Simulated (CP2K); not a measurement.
# ZrB2 (P6/mmm) in CP2K: a series of runs, part 2 of 2

CP2K 2026.2. The steps go on from the part before.

### Step 4. Band structure, r2SCAN

Contents of zrb2_bands.inp:

```
&GLOBAL
  PROJECT zrb2_bands
  RUN_TYPE ENERGY_FORCE
  PRINT_LEVEL LOW
&END GLOBAL
&FORCE_EVAL
  METHOD QS
  STRESS_TENSOR ANALYTICAL
  &DFT
    BASIS_SET_FILE_NAME BASIS_MOLOPT_UZH
    POTENTIAL_FILE_NAME POTENTIAL_UZH
    &MGRID
      CUTOFF 700
      REL_CUTOFF 60
      NGRIDS 5
    &END MGRID
    &QS
      METHOD GPW
      EPS_DEFAULT 1.0E-9
    &END QS
    &KPOINTS
      SCHEME MONKHORST-PACK 10 10 8
      GAMMA_CENTERED T
      SYMMETRY T
      SYMMETRY_BACKEND SPGLIB
    &END KPOINTS
    &SCF
      SCF_GUESS ATOMIC
      EPS_SCF 1.0E-6
      MAX_SCF 100
      ADDED_MOS 15
      CHOLESKY OFF
      EPS_EIGVAL 1.0E-7
      &DIAGONALIZATION ON
        ALGORITHM STANDARD
      &END DIAGONALIZATION
      &MIXING ON
        METHOD BROYDEN_MIXING
        ALPHA 0.4
        BETA 1.5
        NBUFFER 8
      &END MIXING
      &SMEAR ON
        METHOD FERMI_DIRAC
        ELECTRONIC_TEMPERATURE [K] 580.226
      &END SMEAR
    &END SCF
    &XC
      &XC_FUNCTIONAL
        &MGGA_X_R2SCAN
        &END MGGA_X_R2SCAN
        &MGGA_C_R2SCAN
        &END MGGA_C_R2SCAN
      &END XC_FUNCTIONAL
    &END XC
    &PRINT
      &KPOINTS ON
      &END KPOINTS
      &MULLIKEN ON
      &END MULLIKEN
      &MO ON
        ENERGIES T
        OCCUPATION_NUMBERS T
        &EACH
          QS_SCF 0
        &END EACH
        ADD_LAST NUMERIC
      &END MO
      &BAND_STRUCTURE
        FILE_NAME bands.bs
        ADDED_MOS 4
        &KPOINT_SET
          UNITS B_VECTOR
          NPOINTS 10
          SPECIAL_POINT GAMMA 0.00000000 0.00000000 0.00000000
          SPECIAL_POINT M 0.50000000 0.00000000 0.00000000
          SPECIAL_POINT K 0.33333333 0.33333333 0.00000000
          SPECIAL_POINT GAMMA 0.00000000 0.00000000 0.00000000
          SPECIAL_POINT A 0.00000000 0.00000000 0.50000000
          SPECIAL_POINT L 0.50000000 0.00000000 0.50000000
          SPECIAL_POINT H 0.33333333 0.33333333 0.50000000
          SPECIAL_POINT A 0.00000000 0.00000000 0.50000000
        &END KPOINT_SET
        &KPOINT_SET
          UNITS B_VECTOR
          NPOINTS 10
          SPECIAL_POINT L 0.50000000 0.00000000 0.50000000
          SPECIAL_POINT M 0.50000000 0.00000000 0.00000000
        &END KPOINT_SET
        &KPOINT_SET
          UNITS B_VECTOR
          NPOINTS 10
          SPECIAL_POINT K 0.33333333 0.33333333 0.00000000
          SPECIAL_POINT H 0.33333333 0.33333333 0.50000000
        &END KPOINT_SET
      &END BAND_STRUCTURE
    &END PRINT
  &END DFT
  &SUBSYS
    &CELL
      A 3.1700000000 0.0000000000 0.0000000000
      B -1.5850000000 2.7453005300 0.0000000000
      C 0.0000000000 0.0000000000 3.5330000000
      PERIODIC XYZ
    &END CELL
    &COORD
      SCALED
      Zr  0.0000000000 0.0000000000 0.0000000000
      B   0.6666666667 0.3333333333 0.5000000000
      B   0.3333333333 0.6666666667 0.5000000000
    &END COORD
    &KIND Zr
      BASIS_SET TZVP-MOLOPT-SCAN-GTH-q12
      POTENTIAL GTH-SCAN-q12
    &END KIND
    &KIND B
      BASIS_SET TZVP-MOLOPT-SCAN-GTH-q3
      POTENTIAL GTH-SCAN-q3
    &END KIND
    &PRINT
      &ATOMIC_COORDINATES ON
      &END ATOMIC_COORDINATES
      &CELL ON
      &END CELL
      &SYMMETRY ON
      &END SYMMETRY
    &END PRINT
  &END SUBSYS
  &PRINT
    &FORCES ON
    &END FORCES
    &STRESS_TENSOR ON
    &END STRESS_TENSOR
  &END PRINT
&END FORCE_EVAL
```

Potentials or basis: POTENTIAL_UZH Zr GTH-SCAN-q12, B GTH-SCAN-q3; TZVP-MOLOPT-SCAN-GTH basis.

Run with:

```console
$ OMP_NUM_THREADS=1 cp2k.psmp -i zrb2_bands.inp -o zrb2_bands.out
```

zrb2_bands.out:

```text

 CP2K| version string:                                       CP2K version 2026.2
 CP2K| Input file name                                            zrb2_bands.inp

 GLOBAL| Force Environment number                                              1
 GLOBAL| Basis set file name                                    BASIS_MOLOPT_UZH
 GLOBAL| Potential file name                                       POTENTIAL_UZH
 GLOBAL| MM Potential file name                                     MM_POTENTIAL
 GLOBAL| Coordinate file name                                      __STD_INPUT__
 GLOBAL| Method name                                                        CP2K
 GLOBAL| Project name                                                 zrb2_bands
 GLOBAL| Run type                                                   ENERGY_FORCE
 GLOBAL| FFT library                                                       FFTW3
 GLOBAL| Diagonalization library                                       ScaLAPACK
 GLOBAL| Cholesky decomposition library                                ScaLAPACK
 GLOBAL| DGEMM library                                                      BLAS
 GLOBAL| Direct generalized diagonalization requested                          F
 GLOBAL| Matrix multiplication library                                 ScaLAPACK
 GLOBAL| Global print level                                                  LOW
 GLOBAL| Total number of message passing processes                             1
 GLOBAL| Number of threads for this process                                    1
 GLOBAL| CPU model name                                                  UNKNOWN

 CELL| Volume [angstrom^3]:                                            30.746295
 CELL| Vector a [angstrom]:       3.170     0.000     0.000   |a| =     3.170000
 CELL| Vector b [angstrom]:      -1.585     2.745     0.000   |b| =     3.170000
 CELL| Vector c [angstrom]:       0.000     0.000     3.533   |c| =     3.533000
 CELL| Angle (b,c), alpha [degree]:                                    90.000000
 CELL| Angle (a,c), beta  [degree]:                                    90.000000
 CELL| Angle (a,b), gamma [degree]:                                   120.000000
 CELL| Numerically orthorhombic:                                              NO
 CELL| Periodicity                                                           XYZ

 CELL_REF| Volume [angstrom^3]:                                        30.746295
 CELL_REF| Vector a [angstrom     3.170     0.000     0.000   |a| =     3.170000
 CELL_REF| Vector b [angstrom    -1.585     2.745     0.000   |b| =     3.170000
 CELL_REF| Vector c [angstrom     0.000     0.000     3.533   |c| =     3.533000
 CELL_REF| Angle (b,c), alpha [degree]:                                90.000000
 CELL_REF| Angle (a,c), beta  [degree]:                                90.000000
 CELL_REF| Angle (a,b), gamma [degree]:                               120.000000
 CELL_REF| Numerically orthorhombic:                                          NO
[... 602 lines left out ...]
 [... the levels of further k-points ...]

 !-----------------------------------------------------------------------------!
                     Mulliken Population Analysis

 #  Atom  Element  Kind  Atomic population                           Net charge
       1     Zr       1         11.810942                              0.189058
       2     B        2          3.095787                             -0.095787
       3     B        2          3.093270                             -0.093270
 # Total charge                             18.000000                  0.000000

 !-----------------------------------------------------------------------------!

 KPOINTS| Band Structure Calculation
 KPOINTS| Number of k-point sets                                               3
 KPOINTS| Number of added MOs/bands                                            4
 KPOINTS| Number of k-points in set    1                                      71
 KPOINTS| In units of b-vector [2pi/Bohr]
 KPOINTS| Special point     1       GAMMA     0.000000     0.000000     0.000000
 KPOINTS| Special point     2           M     0.500000     0.000000     0.000000
 KPOINTS| Special point     3           K     0.333333     0.333333     0.000000
 KPOINTS| Special point     4       GAMMA     0.000000     0.000000     0.000000
 KPOINTS| Special point     5           A     0.000000     0.000000     0.500000
 KPOINTS| Special point     6           L     0.500000     0.000000     0.500000
 KPOINTS| Special point     7           H     0.333333     0.333333     0.500000
 KPOINTS| Special point     8           A     0.000000     0.000000     0.500000
 KPOINTS| Number of k-points in set    2                                      11
 KPOINTS| In units of b-vector [2pi/Bohr]
 KPOINTS| Special point     1           L     0.500000     0.000000     0.500000
 KPOINTS| Special point     2           M     0.500000     0.000000     0.000000
 KPOINTS| Number of k-points in set    3                                      11
 KPOINTS| In units of b-vector [2pi/Bohr]
 KPOINTS| Special point     1           K     0.333333     0.333333     0.000000
 KPOINTS| Special point     2           H     0.333333     0.333333     0.500000

 ENERGY| Total FORCE_EVAL ( QS ) energy [hartree]            -52.377002937876838

 FORCES| Atomic forces [hartree/bohr]
 FORCES|   Atom     x               y               z               |f|
 FORCES|      1 -1.84333630E-08 -4.46231731E-07 -8.74200835E-17   4.46612300E-07
 FORCES|      2  9.65987108E-07 -2.58315707E-06 -6.95199421E-16   2.75786720E-06
 FORCES|      3  2.20954843E-07  4.24888560E-07  5.68523149E-16   4.78906390E-07
 FORCES| Sum     1.16850859E-06 -2.60450024E-06 -2.14096356E-16
 FORCES| Total atomic force                                       2.85461623E-06

 STRESS| Analytical stress tensor [bar]
 STRESS|                        x                   y                   z
 STRESS|      x        4.62754171147E+03  -2.35837647723E-01   8.05339652054E-08
 STRESS|      y       -2.35837647723E-01   4.62983954985E+03   1.44585018018E-07
 STRESS|      z        8.05339652054E-08   1.44585018018E-07   4.05428220953E+04
 STRESS| 1/3 Trace                                             1.66000677855E+04
 STRESS| Determinant                                           8.68620864720E+11

 STRESS| Eigenvectors and eigenvalues of the analytical stress tensor [bar]
 STRESS|                        1                   2                   3
 STRESS| Eigenvalues   4.62751775612E+03   4.62986350520E+03   4.05428220953E+04
 STRESS|      x           0.994880775982     -0.101055636073      0.000000000002
 STRESS|      y           0.101055636073      0.994880775982      0.000000000004
 STRESS|      z          -0.000000000003     -0.000000000004      1.000000000000
```

bands.bs:

```text
# Set 1: 8 special points, 71 k-points, 28 bands
#  Special point 1          0.00000000     0.00000000     0.00000000  GAMMA
#  Special point 2          0.50000000     0.00000000     0.00000000  M
#  Special point 3          0.33333333     0.33333333     0.00000000  K
#  Special point 4          0.00000000     0.00000000     0.00000000  GAMMA
#  Special point 5          0.00000000     0.00000000     0.50000000  A
#  Special point 6          0.50000000     0.00000000     0.50000000  L
#  Special point 7          0.33333333     0.33333333     0.50000000  H
#  Special point 8          0.00000000     0.00000000     0.50000000  A
#  Point 1      Spin 1:     0.00000000     0.00000000     0.00000000       0.01408451
#   Band    Energy [eV]     Occupation
       1   -37.24304811     2.00000000
       2   -14.79359605     2.00000000
       3   -14.19439930     2.00000000
       4   -14.19439512     2.00000000
       5    -0.56458305     2.00000000
       6    10.21026404     2.00000000
[... 20 lines left out ...]
      27    44.38001973     0.00000000
      28    44.38095264     0.00000000
[... 1409 lines left out ...]
      28    45.69217719     0.00000000
#  Point 49     Spin 1:     0.40000000     0.00000000     0.50000000       0.01408451
#   Band    Energy [eV]     Occupation
       1   -37.10322174     2.00000000
       2   -15.06970312     2.00000000
       3   -14.94422600     2.00000000
       4   -14.36457854     2.00000000
       5     2.18924879     2.00000000
       6     5.97785912     2.00000000
[... 13 lines left out ...]
      20    28.10309423     0.00000000
      21    31.12745511     0.00000000
      2
```

Wall time 6 min (1 thread of Arm Neoverse V2, shared host); peak memory 0.45 GiB.

Results:

```yaml
Free_energy: -1425.2507 eV
Pressure: 1.7 GPa
Band_gap_on_the_k_mesh: none (metal or under the smearing width)
Mulliken_charges: Zr +0.19; B -0.10, -0.09 e
```

Stress tensor (GPa, compression positive):
```
0.46 0.00 0.00
0.00 0.46 0.00
0.00 0.00 4.05
```

Levels at the corners of the path, in eV from the Fermi level:
| point | band 7 | band 8 | band 9 | band 10 | band 11 | band 12 |
| --- | --- | --- | --- | --- | --- | --- |
| Γ | -2.75 | -2.61 | -2.48 | 3.81 | 3.81 | 4.59 |
| M | -4.12 | -3.23 | -2.76 | 2.37 | 2.62 | 5.38 |
| K | -7.21 | -2.58 | -2.58 | 1.72 | 1.72 | 3.52 |
| Γ | -2.75 | -2.61 | -2.48 | 3.81 | 3.81 | 4.59 |
| A | -1.02 | -1.02 | 0.45 | 0.45 | 0.96 | 0.96 |
| L | -4.87 | -4.35 | -2.08 | 4.17 | 4.35 | 5.78 |
| H | -5.16 | -2.81 | -2.81 | 4.53 | 6.54 | 6.54 |
| A | -1.02 | -1.02 | 0.45 | 0.45 | 0.96 | 0.96 |
| L | -4.87 | -4.35 | -2.08 | 4.17 | 4.35 | 5.78 |
| M | -4.12 | -3.23 | -2.76 | 2.37 | 2.62 | 5.38 |
| K | -7.21 | -2.58 | -2.58 | 1.72 | 1.72 | 3.52 |
| H | -5.16 | -2.81 | -2.81 | 4.53 | 6.54 | 6.54 |

Caveat: Mulliken charges move with the basis; the basis of atomic orbitals isn't converged, which shifts pressures, moduli and gaps.

### Step 5. Band structure, PBE

Edit zrb2_bands.inp of step 4 so:

```diff
@@ -12,5 +12,5 @@
     &MGRID
-      CUTOFF 700
+      CUTOFF 450
       REL_CUTOFF 60
-      NGRIDS 5
+      NGRIDS 4
     &END MGRID
@@ -44,3 +44,3 @@
         METHOD FERMI_DIRAC
-        ELECTRONIC_TEMPERATURE [K] 580.226
+        ELECTRONIC_TEMPERATURE 580.23
       &END SMEAR
@@ -48,7 +48,3 @@
     &XC
-      &XC_FUNCTIONAL
-        &MGGA_X_R2SCAN
-        &END MGGA_X_R2SCAN
-        &MGGA_C_R2SCAN
-        &END MGGA_C_R2SCAN
+      &XC_FUNCTIONAL PBE
       &END XC_FUNCTIONAL
@@ -70,3 +66,3 @@
         FILE_NAME bands.bs
-        ADDED_MOS 4
+        ADDED_MOS 6
         &KPOINT_SET
@@ -106,14 +102,13 @@
     &COORD
-      SCALED
       Zr  0.0000000000 0.0000000000 0.0000000000
-      B   0.6666666667 0.3333333333 0.5000000000
-      B   0.3333333333 0.6666666667 0.5000000000
+      B   1.5850000002 0.9151001766 1.7665000000
+      B   -0.0000000002 1.8302003534 1.7665000000
     &END COORD
     &KIND Zr
-      BASIS_SET TZVP-MOLOPT-SCAN-GTH-q12
-      POTENTIAL GTH-SCAN-q12
+      BASIS_SET TZVP-MOLOPT-PBE-GTH-q12
+      POTENTIAL GTH-PBE-q12
     &END KIND
     &KIND B
-      BASIS_SET TZVP-MOLOPT-SCAN-GTH-q3
-      POTENTIAL GTH-SCAN-q3
+      BASIS_SET TZVP-MOLOPT-PBE-GTH-q3
+      POTENTIAL GTH-PBE-q3
     &END KIND
@@ -124,4 +119,2 @@
       &END CELL
-      &SYMMETRY ON
-      &END SYMMETRY
     &END PRINT
```

Potentials or basis: POTENTIAL_UZH Zr GTH-PBE-q12, B GTH-PBE-q3; TZVP-MOLOPT-PBE-GTH basis.

Run with:

```console
$ OMP_NUM_THREADS=1 cp2k.psmp -i zrb2_bands.inp -o zrb2_bands.out
```

It took 2.1 min on 1 thread of Arm Neoverse V2, shared host; peak memory 0.39 GiB.

The run converged, but a check on its numbers failed (symmetry, net force, bounds or a known fault of this set-up), so they aren't taken as properties of the crystal.

Caveat: Mulliken charges move with the basis; a pressure of tens of GPa on the cell as given is suspect, and the run, the potentials or the cell itself is likely at fault; the basis of atomic orbitals isn't converged, which shifts pressures, moduli and gaps.

### Step 6. Summary

| level | potentials or basis | smearing | EPS_DEFAULT | NGRIDS | points a segment of the path (NPOINTS) | CUTOFF of the grids | gap on the mesh (eV) | pressure (GPa) |
| --- | --- | --- | --- | --- | --- | --- | --- | --- |
| PBEsol | POTENTIAL_UZH Zr GTH-PBE-q12, B GTH-PBE-q3; TZVP-MOLOPT-PBE-GTH basis | fermi-dirac 0.05 eV | 1.0E-10 | 5 | 6 | 450 Ry | none | -1.5 |
| LDA | GTH_POTENTIALS Zr GTH-PADE-q12, B GTH-PADE-q3; TZVP-MOLOPT-PBE-GTH basis | fermi-dirac 0.01 eV | 1.0E-10 | 4 | 8 | 450 Ry | none | -9.7 |
| r2SCAN | POTENTIAL_UZH Zr GTH-SCAN-q12, B GTH-SCAN-q3; TZVP-MOLOPT-SCAN-GTH basis | fermi-dirac 0.05 eV | 1.0E-9 | 5 | 10 | 700 Ry | none | 1.7 |

Alike in all rows: task band structure; no spin polarisation; cell as given; k mesh 10 × 10 × 8.

Caveats: the basis of atomic orbitals isn't converged, which shifts pressures, moduli and gaps; the potentials were made for another functional, which shifts forces and pressure (some runs).

Absolute energies hang on the potentials; compare differences alone.
